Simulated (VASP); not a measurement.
# PbSe (Fmm2) in VASP: a series of runs

The runs below take PbSe through single point, with PBE.

All numbers are computed with VASP 6.6.1; they aren't measurements. Logs are shortened: lines on timing, memory, paths and dates and some standing lists are left out, and cuts for length are marked.

**1. The cell of the first run**

Symmetry: Fmm2, No. 42, orthorhombic system. Conventional cell: a = 6.236 Å, b = 24.002 Å, c = 6.251 Å, α = 90.00°, β = 90.00°, γ = 90.00°. Pb (site symmetry m) has 5 Se at 2.83 to 3.20 Å as nearest neighbours. Se (site symmetry m) has 5 Pb at 2.83 to 3.20 Å as nearest neighbours.

The cell comes from a database or a generator and needn't be the stable form of this composition.

**2. Single point, PBE (all Pb atoms moved -0.150 Å, as atom 1 along Cartesian [0 0 1])**

Input file INCAR:

```
SYSTEM = PbSe
ALGO = Fast
EDIFF = 1E-7
ENCUT = 520
GGA = PE
ISIF = 2
ISMEAR = 0
LASPH = .True.
LCHARG = .True.
LELF = .True.
LREAL = .False.
LVHAR = .True.
LWAVE = .False.
NBANDS = 28
NELM = 100
PREC = Accurate
SIGMA = 0.05
```

Input file KPOINTS:

```
k-points
0
Gamma
  6 6 6
  0 0 0
```

Input file POSCAR:

```
PbSe
1.0
    0.0000000000     12.0007990000      3.1254420000
    3.1181510000      0.0000000000      3.1254420000
    3.1181510000     12.0007990000      0.0000000000
Pb Se
2 2
Direct
    0.1667333941      0.7812703941      0.2187296059
    0.7812703941      0.1667333941      0.8332666059
    0.6744230000      0.2955810000      0.7044190000
    0.2955810000      0.6744230000      0.3255770000
```

Potentials or basis: VASP PAW PBE potentials, release 64 (Pb_d, Se).

Started as:

```sh
$ cat potpaw_PBE.64/Pb_d/POTCAR potpaw_PBE.64/Se/POTCAR > POTCAR
$ mpirun -np 1 vasp_std > vasp.out
```

OUTCAR:

```text
SYSTEM = PbSe
   EDIFF = 1E-7
   ENCUT = 520
   GGA = PE
   ISIF = 2
   ISMEAR = 0
   LASPH = .True.
   LREAL = .False.
   NELM = 100
   PREC = Accurate

 ion  position               nearest neighbor table
   1  0.167  0.781  0.219-   4 2.83   3 3.06   3 3.12   3 3.12   3 3.20
   2  0.781  0.167  0.833-   3 2.83   4 3.06   4 3.12   4 3.12   4 3.20
   3  0.674  0.296  0.704-   2 2.83   1 3.06   1 3.12   1 3.12   1 3.20
   4  0.296  0.674  0.326-   1 2.83   2 3.06   2 3.12   2 3.12   2 3.20

  LATTYP: Found a face centered orthorhombic cell.
 ALAT       =     6.2363020000
 B/A-ratio  =     1.0023382447
 C/A-ratio  =     3.8486907786

  Lattice vectors:

 A1 = (   0.0000000000,  12.0007990000,   3.1254420000)
 A2 = (  -3.1181510000,  12.0007990000,   0.0000000000)
 A3 = (  -3.1181510000,   0.0000000000,   3.1254420000)

Analysis of symmetry for initial positions (statically):
=====================================================================
 Subroutine PRICEL returns:
 Original cell was already a primitive cell.

 Routine SETGRP: Setting up the symmetry group for a
 face centered orthorhombic supercell.

 Subroutine GETGRP returns: Found  4 space group operations
 (whereof  4 operations were pure point group operations)
 out of a pool of  8 trial point group operations.

The static configuration has the point symmetry C_2v.

Analysis of symmetry for dynamics (positions and initial velocities):
=====================================================================
 Subroutine PRICEL returns:
 Original cell was already a primitive cell.

 Routine SETGRP: Setting up the symmetry group for a
 face centered orthorhombic supercell.

 Subroutine GETGRP returns: Found  4 space group operations
 (whereof  4 operations were pure point group operations)
 out of a pool of  8 trial point group operations.

The dynamic configuration has the point symmetry C_2v.

 Subroutine INISYM returns: Found  4 space group operations
 (whereof  4 operations are pure point group operations),
 and found     1 'primitive' translations

----------------------------------------------------------------------------------------

                                     Primitive cell

  volume of cell :     233.9100

  direct lattice vectors                    reciprocal lattice vectors
     0.000000000 12.000799000  3.125442000    -0.160351439  0.041663893  0.159977373
     3.118151000  0.000000000  3.125442000     0.160351439 -0.041663893  0.159977373
     3.118151000 12.000799000  0.000000000     0.160351439  0.041663893 -0.159977373

[... 90 lines left out ...]
   NSW    =      0    number of steps for IOM
   IBRION =     -1    ionic relax: 0-MD 1-quasi-New 2-CG
   NFREE  =      0    steps in history (QN), initial steepest desc. (CG)
   ISIF   =      2    stress and relaxation
   ISYM   =      2    0-nonsym 1-usesym 2-fastsym
   POTIM  = 0.5000    time-step for ionic-motion
   TEBEG  =    0.0;   TEEND  =   0.0 temperature during run
   PSTRESS=    0.0 pullay stress
   NELECT =      40.0000    total number of electrons
   NUPDOWN=      -1.0000    fix difference up-down
   EMIN   =  10.00;   EMAX   =-10.00  energy-range for DOS
   EFERMI =   0.00;   METHOD = LEGACY
   ISMEAR =     0;   SIGMA  =   0.05  broadening in eV -4-tet -1-fermi 0-gaus
   EFERMI_NEDOS =   21; number of points for ismear=-14 and -15
   IALGO  =     68    algorithm
   IMIX   =      4    mixing-type and parameters
     AMIX     =   0.40;   BMIX     =  1.00
     AMIX_MAG =   1.60;   BMIX_MAG =  1.00
  volume/ion in A,a.u.               =      58.48       394.63
  Fermi-wavevector in a.u.,A,eV,Ry     =   0.908682  1.717160 11.234370  0.825703
  Thomas-Fermi vector in A             =   2.032637
   LORBIT       =      0    0 simple, 1 ext, 2 COOP (PROOUT), +10 PAW based schemes
   GGA     = PE    functional components
   LHFCALC =     F    Hartree Fock is set to
   AEXX    =    0.0000 exact exchange contribution
   IVDW    =     0    specifies the selected vdW correction
   LEPSILON=     F    determine dielectric tensor
   LRPA    =     F    only Hartree local field effects (RPA)
 non-spin polarized calculation
 RMM-DIIS sequential band-by-band and
 Gauss-broadening in eV      SIGMA  =   0.05
  energy-cutoff  :      520.00
  volume of cell :      233.91
 maximum number of plane-waves:      6336
 NGX is ok and might be reduce to    96
   NGX = 45   NGY = 17   NGZ = 45

 number of electron      40.0000003 magnetization

 Free energy of the ion-electron system (eV)
  ---------------------------------------------------
  ext. energy  EPLUGINS =         0.00000000
  ---------------------------------------------------
  free energy    TOTEN  =       -16.10639565 eV

  energy without entropy =      -16.10639565  energy(sigma->0) =      -16.10639565

 E-fermi :  -0.0443     XC(G=0):  -5.5784

 val. band max:       -0.2867134798   @ k =  -0.3333  -0.0000   0.1667
 cond. band min:       1.3907307969   @ k =  -0.3333  -0.0000   0.1667
 fundamental gap:      1.6774442767
 Fermi energy:        -0.0442611764

 k-point     1 :       0.0000    0.0000    0.0000
  band No.  band energies     occupation
      1     -16.6132      2.00000
      2     -16.5280      2.00000
      3     -16.5148      2.00000
      4     -16.5119      2.00000
      5     -16.5092      2.00000
      6     -16.5067      2.00000
[... 733 lines left out ...]
     27       5.4572      0.00000
     28       6.0177      0.00000

 [... further k-points ...]

------------------------ aborting loop because EDIFF is reached ----------------------------------------

  FORCE on cell =-STRESS in cart. coord.  units (eV):
  Direction    XX          YY          ZZ          XY          YZ          ZX
  --------------------------------------------------------------------------------------
  -------------------------------------------------------------------------------------
  Total       -0.0636231     -0.0339507     -0.1291456      0.0000000      0.0000000      0.0000000
  in kB       -0.4357893     -0.2325472     -0.8845885      0.0000000      0.0000000      0.0000000
  external PRESSURE =      -0.5176417 kB  Pullay stress =       0.0000000 kB

 VOLUME and BASIS-vectors are now :
 -----------------------------------------------------------------------------
  energy-cutoff  :      520.00
  volume of cell :      233.91
      direct lattice vectors                 reciprocal lattice vectors
     0.000000000 12.000799000  3.125442000    -0.160351439  0.041663893  0.159977373
     3.118151000  0.000000000  3.125442000     0.160351439 -0.041663893  0.159977373
     3.118151000 12.000799000  0.000000000     0.160351439  0.041663893 -0.159977373

 POSITION                                       TOTAL-FORCE (eV/Angst)
 -----------------------------------------------------------------------------------
      3.11815      4.62586      2.96293         0.000000     -0.009992      0.015105
      3.11815     19.37573      2.96293         0.000000      0.009992      0.015105
      3.11815     16.54721      3.03169         0.000000      0.010919     -0.015105
      3.11815      7.45439      3.03169         0.000000     -0.010919     -0.015105
 -----------------------------------------------------------------------------------
    total drift:                                0.000022      0.000006     -0.000095

  FREE ENERGIE OF THE ION-ELECTRON SYSTEM (eV)
  ---------------------------------------------------
  free  energy   TOTEN  =       -16.1063956468 eV

  energy  without entropy=      -16.1063956468  energy(sigma->0) =      -16.10639565
```

OSZICAR:

```text
N       E                     dE             d eps       ncg     rms          rms(c)
DAV:   1     0.391652160133E+03    0.39165E+03   -0.17287E+04  2592   0.125E+03
DAV:   2     0.298237792758E+02   -0.36183E+03   -0.35314E+03  2780   0.335E+02
DAV:   3    -0.148307290151E+02   -0.44655E+02   -0.43852E+02  3372   0.143E+02
DAV:   4    -0.168263806394E+02   -0.19957E+01   -0.19883E+01  3004   0.379E+01
DAV:   5    -0.169027429813E+02   -0.76362E-01   -0.76348E-01  3540   0.728E+00    0.408E+00
RMM:   6    -0.161475964408E+02    0.75515E+00   -0.99942E-01  2925   0.413E+00    0.224E+00
RMM:   7    -0.161230840728E+02    0.24512E-01   -0.44738E-01  3575   0.306E+00    0.128E+00
RMM:   8    -0.161142593397E+02    0.88247E-02   -0.58623E-02  2941   0.185E+00    0.332E-01
RMM:   9    -0.161056874224E+02    0.85719E-02   -0.16863E-02  3480   0.110E+00    0.142E-01
RMM:  10    -0.161040817547E+02    0.16057E-02   -0.11454E-02  3650   0.601E-01    0.120E-01
RMM:  11    -0.161043223854E+02   -0.24063E-03   -0.37780E-03  4046   0.302E-01    0.467E-02
RMM:  12    -0.161057940592E+02   -0.14717E-02   -0.56726E-04  3095   0.191E-01    0.177E-02
RMM:  13    -0.161062439485E+02   -0.44989E-03   -0.23249E-04  3404   0.102E-01    0.224E-02
RMM:  14    -0.161063645038E+02   -0.12056E-03   -0.10703E-04  3713   0.588E-02    0.773E-03
RMM:  15    -0.161063911282E+02   -0.26624E-04   -0.20460E-05  3594   0.288E-02    0.458E-03
RMM:  16    -0.161063949153E+02   -0.37871E-05   -0.44748E-06  3521   0.132E-02    0.136E-03
RMM:  17    -0.161063955915E+02   -0.67626E-06   -0.10041E-06  3173   0.636E-03    0.518E-04
RMM:  18    -0.161063956468E+02   -0.55249E-07   -0.21291E-07  2394   0.400E-03
   1 F= -.16106396E+02 E0= -.16106396E+02  d E =-.190082E-12
```

It took 9.2 min on 1 thread of Intel Xeon 6975P-C (Granite Rapids), shared host; peak memory 0.82 GiB.

What came out:

* Free energy: -16.1064 eV
* Pressure: -0.1 GPa
* Largest force: 0.019 eV/Å
* Band gap on the k mesh: 1.68 eV, direct

Forces on the atoms (eV/Å):
```
Pb   0.000 -0.010  0.015
Pb   0.000  0.010  0.015
Se   0.000  0.011 -0.015
Se   0.000 -0.011 -0.015
```

Caveat: spin-orbit coupling is left out, which as a rule narrows the gap of such compounds by several tenths of an eV.

**3. Single point, PBE (all Pb atoms moved -0.300 Å, as atom 1 along Cartesian [0 0 1])**

Input file INCAR:

```
PREC = Accurate
ENCUT = 520
EDIFF = 1E-7
ISMEAR = 0
SIGMA = 0.05
LREAL = F
LASPH = T
NELM = 100
ALGO = Fast
ISIF = 2
LWAVE = F
LCHARG = F
GGA = PE
NBANDS = 28
```

Input file KPOINTS:

```
Automatic mesh
0
Gamma
  6 6 6
```

POSCAR: that of step 2 with these lines changed.

```diff
@@ -8,4 +8,4 @@
 Direct
-    0.1667333941      0.7812703941      0.2187296059
-    0.7812703941      0.1667333941      0.8332666059
+    0.1427367882      0.7572737882      0.2427262118
+    0.7572737882      0.1427367882      0.8572632118
     0.6744230000      0.2955810000      0.7044190000
```

Potentials or basis: VASP PAW PBE potentials, release 64 (Pb_d, Se).

Started as:

```sh
$ cat potpaw_PBE.64/Pb_d/POTCAR potpaw_PBE.64/Se/POTCAR > POTCAR
$ mpirun -np 1 vasp_std > vasp.out
```

Run time: 10 min. Hardware: 1 thread of Intel Xeon 6975P-C (Granite Rapids), shared host; peak memory 0.82 GiB.

The run converged. Its results:

- Free energy: -16.0866 eV
- Pressure: 0.2 GPa
- Largest force: 0.156 eV/Å
- Band gap on the k mesh: 1.76 eV, direct

Forces in eV/Å, atoms in the order of the input:
```
Pb   0.000 -0.039  0.151
Pb   0.000  0.039  0.151
Se   0.000  0.009 -0.151
Se   0.000 -0.009 -0.151
```

Stress tensor (GPa, compression positive):
```
-0.04  0.00  0.00
 0.00  0.04  0.00
 0.00  0.00  0.64
```

Levels at points of the mesh, in eV from the valence-band top:
| k point | band 16 | band 17 | band 18 | band 19 | band 20 | band 21 | band 22 | band 23 | band 24 | band 25 |
| --- | --- | --- | --- | --- | --- | --- | --- | --- | --- | --- |
| (0.00, 0.00, 0.00) | -2.22 | -2.17 | -1.23 | -1.18 | -0.34 | 2.30 | 4.02 | 4.27 | 4.77 | 4.96 |
| (0.50, 0.00, 0.00) | -1.62 | -0.88 | -0.88 | 0.00 | 0.00 | 1.76 | 1.77 | 2.76 | 2.77 | 3.18 |
| (0.50, 0.50, 0.00) | -3.66 | -2.59 | -2.55 | -1.21 | -1.19 | 3.59 | 3.83 | 5.24 | 5.39 | 5.61 |
| (0.50, 0.00, 0.50) | -2.22 | -2.17 | -1.23 | -1.18 | -0.34 | 2.19 | 4.27 | 4.75 | 4.77 | 4.93 |
| (0.00, 0.50, 0.50) | -3.66 | -2.59 | -2.55 | -1.21 | -1.19 | 3.61 | 3.81 | 5.22 | 5.42 | 5.64 |

Caveat: spin-orbit coupling is left out, which as a rule narrows the gap of such compounds by several tenths of an eV. A k mesh can miss the band edges.
